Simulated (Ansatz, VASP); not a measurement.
**One calculation of ZnSe (Stilleite), two programs**

```
CELL_PARAMETERS angstrom
0.00000 2.83380 2.83380
2.83380 0.00000 2.83380
2.83380 2.83380 0.00000
ATOMIC_POSITIONS crystal
Zn 0.00000 0.00000 0.00000
Se 0.25000 0.25000 0.25000
```

Alike in both runs: task relaxation of cell and atoms; functional PBEsol; k mesh 6 × 6 × 6; no spin polarisation.

|  | VASP | Ansatz |
| --- | --- | --- |
| version | VASP 6.6.1 | Ansatz 0.2.0 |
| potentials or method | VASP PAW PBE potentials, release 64 (Zn, Se) | plane waves, PAW |
| plane-wave cutoff (eV) | 600 | 420 |
| occupations | gaussian, width 0.01 eV | fixed |
| valence electrons in the cell | 18 | 28 |

```tsv
	VASP	Ansatz	Ansatz less VASP
relaxed volume (Å³/atom)	22.45	22.35	-0.097
relaxed cell length with the largest relative difference (Å)	3.990	3.984	-0.0057
energy change over the relaxation (meV/atom)	-1	-1	-0.5
```

The two sets of potentials don't hold the same shells in valence.

Caveats: the PAW data sets were made with another functional, which shifts forces and pressure a little (VASP). PBEsol gaps usually lie below the measured ones, often by a third to a half.
